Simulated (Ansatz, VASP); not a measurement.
Cl: VASP beside Ansatz

File INCAR:

```
SYSTEM = Cl
ALGO = Normal ; EDIFF = 1E-6
ENCUT = 520 ; GGA = PE
ISIF = 2 ; ISMEAR = -1
LASPH = .TRUE. ; LCHARG = .TRUE.
LELF = .TRUE. ; LREAL = .FALSE.
LVHAR = .TRUE. ; LWAVE = .FALSE.
NBANDS = 10 ; NELM = 60
PREC = Accurate ; SIGMA = 0.05
```

KPOINTS

```
k-points
0
G
  15 15 15
  0 0 0
```

Contents of POSCAR:

```
Cl
1.0
    0.0000000000      1.9512459788      1.9512459788
    1.9512459788      0.0000000000      1.9512459788
    1.9512459788      1.9512459788      0.0000000000
Cl
1
Direct
    0.0000000000      0.0000000000      0.0000000000
```

Input for Ansatz:

```yaml
crystal:
  lattice:
    - [0.0, 1.9512459788, 1.9512459788]
    - [1.9512459788, 0.0, 1.9512459788]
    - [1.9512459788, 1.9512459788, 0.0]
  atoms:
    - { symbol: Cl, position: [0.0, 0.0, 0.0] }
kpoints:
  mp_grid: { grid: [15, 15, 15] }
scf:
  occupations: { method: fermi_dirac, width: 0.05 }
hamiltonian:
  xc: pbe
  pseudopotentials: { kind: all_electron, lapw: { basis_error: 0.001 } }
output:
  forces: true
  stress: true
  eigenvalues: true
  populations: true
```

Change from the starting cell: volume scaled by 0.7, LAPW.

Alike in both runs: task single point; functional PBE; k mesh 15 × 15 × 15; occupations fermi-dirac, width 0.05 eV; no spin polarisation.

```csv
,VASP,Ansatz
version,VASP 6.6.1,Ansatz 0.2.0
potentials or method,"VASP PAW PBE potentials, release 64 (Cl)","all-electron LAPW, scalar-relativistic"
plane-wave cutoff (eV),520,see its input
```

Ansatz gave:

```
pressure (GPa) : 27.2
```

What did VASP give for the same quantities?

Pressure (GPa): 26.9.

Ansatz ran all-electron here, so the differences hold the error of VASP's frozen core and of both bases.

Caveats: so large a pressure means that the cell lies far from this level's equilibrium, or that cutoff or potentials fall short (VASP); an odd number of electrons without spin polarisation forces a metal; a magnetic or distorted state may lie lower.
